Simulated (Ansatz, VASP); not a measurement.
One calculation of TiC, two programs

```xyz
2
Lattice="3.0530 0.0000 0.0000 -1.5265 2.6440 0.0000 0.0000 0.0000 2.6836" Properties=species:S:1:pos:R:3 pbc="T T T"
Ti    0.0000    1.7626    1.3418
C     1.5265    0.8813    0.0000
```

Alike in both runs: functional PBE; k mesh 6 × 6 × 6; occupations gaussian, width 0.1 eV; no spin polarisation.

Ansatz relaxed the structure, and its values are those at the end. VASP's run is a single point on that final structure, the one shown.

|  | VASP | Ansatz |
| --- | --- | --- |
| version | VASP 6.6.1 | Ansatz 0.2.0 |
| potentials or method | VASP PAW PBE potentials, release 64 (Ti_sv, C) | scalar-relativistic, plane waves, PAW |
| plane-wave cutoff (eV) | 520 | 420 |
| valence electrons in the cell | 16 | 16 |

```tsv
	VASP	Ansatz	Ansatz less VASP
gap on the k mesh at the Fermi level (eV)	0.27	0.27	0.000
least direct gap on the mesh (eV)	0.37	0.37	-0.001
pressure (GPa)	0.0	-0.2	-0.13
```

The functional is the same, so the differences come from potentials, cutoffs and numerics.
